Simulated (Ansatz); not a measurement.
Computed results, one entry a study.

```cif
data_pbi2
_symmetry_space_group_name_H-M 'P-3m1'
_symmetry_Int_Tables_number 164
_cell_length_a 4.5550
_cell_length_b 4.5550
_cell_length_c 6.9770
_cell_angle_alpha 90.000
_cell_angle_beta 90.000
_cell_angle_gamma 120.000
_cell_volume 125.36
loop_
_atom_site_label
_atom_site_type_symbol
_atom_site_symmetry_multiplicity
_atom_site_Wyckoff_symbol
_atom_site_fract_x
_atom_site_fract_y
_atom_site_fract_z
_atom_site_occupancy
Pb1 Pb 1 a 0.00000 0.00000 0.00000 1
I1 I 2 d 0.33333 0.66667 0.26500 1
_calc_subject 'From HSE06 to G0W0: PbI2 (P-3m1)'
_calc_method 'G0W0 on HSE06, plane waves, PAW (and 1 further level or step)'
_calc_program 'Ansatz 0.2.0'
_calc_settings_of_one_run 'cutoff 420 eV, 6×6×2 k-mesh, default PAW, empty bands 374, screening cutoff 120 eV, screening contour deformation, QP bands (v2, c2)'
_calc_cost '2 runs, 88 s in all on 1 × NVIDIA H100 80GB HBM3 (shared by 6 runs) with 3 threads of AMD EPYC 7R13 (Zen 3), shared host (the runs of this entry)'
_calc_notes 'In doubt: masses and optical values from hybrid runs of this build are listed as unsure (in some of the runs), which bears on the screening that GW takes from such a start. The cell and positions come from the Crystallography Open Database and are kept as given unless a step says otherwise. Limits: no spin-orbit coupling.'
_calc_hse06_gap_over_mesh_and_listed_points '2.917 eV, direct, at k = (0.000, 0.000, 0.500)'
_calc_g0w0_hse06_gap_over_11_of_14_irreducible_mesh_points '3.462 eV, direct, at k = (0.000, 0.000, -0.500)'
_calc_gw_settings '6×6×2 mesh, 374 empty bands, screening to 120 eV'
_calc_known_limits 'finite bands, screening cutoff and k mesh; no spin-orbit coupling in G0W0'
```

[Paths, hosts, dates, memory and timing lines, banners, echoed tables and standing remarks are left out of the program output.]

[Logs are printed without paths, hosts, clocks, repeated set-up lines and the standing remarks that a program may print on its own settings, such as how far it seeks lower states.]

[Runs of the session that timed out or met a known fault of the program may be left out.]

[Cells called generated may have been cut or substituted from an entry of the Crystallography Open Database or the Materials Project.]

[Hosts, paths, dates, database ids (printed as entryN), source tags and the programs' standing remarks are cut or masked in the printed files.]
